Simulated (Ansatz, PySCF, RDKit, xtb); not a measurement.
**C4H10O: a search for the lowest isomer**

Given the formula C4H10O and nothing else, which arrangement of the atoms is the most stable in the gas at 298.15 K, and what are its properties?

The funnel: GFN2-xTB relaxations, single points with a density functional, relaxations at B3LYP-D3(BJ)/def2-SVP, harmonic vibrations, and a last energy at a higher level. All values are calculated.

4 further runs of the same task are left out: 4 set aside as unsound or not needed.

### 1 Drawing up candidates

A program enumerates the bonding patterns with one Lewis structure each (two rings at most, one unusual centre or charged pair), with their diastereomers. O–O, O–halogen and N–halogen bonds and N–N–N chains are not drawn. That gives 7 candidates.

```csv
label,SMILES,spin
c026,CCCOC,singlet
c047,CCOCC,singlet
c235,CCCCO,singlet
c268,CC(C)CO,singlet
c452,CC(C)(C)O,singlet
c700,CC[C@H](C)O,singlet
c876,COC(C)C,singlet
```

Candidates are built by distance geometry, with a force field where one applies, in up to four conformers (letters a to d).

**Question.** With final energies at CCSD(T)/def2-SVP + MP2/def2-TZVPP - MP2/def2-SVP, which structure will this search put lowest in free energy, and by what margin?

| quantity | value |
| --- | --- |
| lowest structure found | CC(C)(C)O, singlet, Cs |
| next finalist | CC[C@H](C)O, singlet, 4.0 kcal/mol higher in G |
| share at equilibrium, among the finalists | 99.8 % |
| harmonic wavenumbers, lowest and highest (B3LYP-D3(BJ)/def2-SVP) | 210 and 3805 cm⁻¹ |
| rotational constants, same geometry | 0.1567, 0.1559, 0.1496 cm⁻¹ |
| dipole moment (PBE0/def2-SVPD) | 1.63 D |
| HOMO energy (PBE0/def2-SVPD) | -7.84 eV |
| LUMO energy (PBE0/def2-SVPD) | 0.44 eV |
| HOMO–LUMO gap (PBE0/def2-SVPD) | 8.28 eV |
| lowest excitation (TD-CAM-B3LYP/def2-SVPD) | 7.07 eV (f = 0.021) |
| strongest of the states computed, same level | 8.57 eV (f = 0.068) |
| lowest triplet excitation, same level, Tamm-Dancoff | 6.80 eV |
| vertical ionisation energy | 10.07 eV |
| vertical electron affinity | -1.58 eV (unbound: the value depends on the basis) |
| vertical triplet less singlet | +6.75 eV |

The lowest structure found is `CC(C)(C)O`. The margin of 4.0 kcal/mol over the next finalist is beyond the usual error of the last level; it says nothing of structures that weren't ranked. GFN2-xTB, HF/STO-3G, r2SCAN-D4/def2-SVP, B3LYP-D3(BJ)/def2-SVP, HF/def2-SVP and MP2/def2-SVP already put its bonding pattern lowest among the structures in one piece. 6 minima inside the window were never screened. A measured dipole moment is 1.74 D (NIST CCCBDB Release 22 (SRD 101), experimental dipoles). The calculated dipole moment of 1.63 D is off by -0.11 D. Measured heats of formation are -312.5 kJ/mol (298.15 K; CRC Handbook of Chemistry and Physics) for c452a and -283.8 kJ/mol (298.15 K; CRC Handbook of Chemistry and Physics) for c268c: a difference of +28.7 kJ/mol, against +29.5 calculated. Lowest found is not proven lowest: the search is finite, and each finalist counts with one conformer. Patterns outside the rules of the enumeration were met only by chance. The lowest isomer need not be the one that is made and kept in a bottle, which depends on barriers.
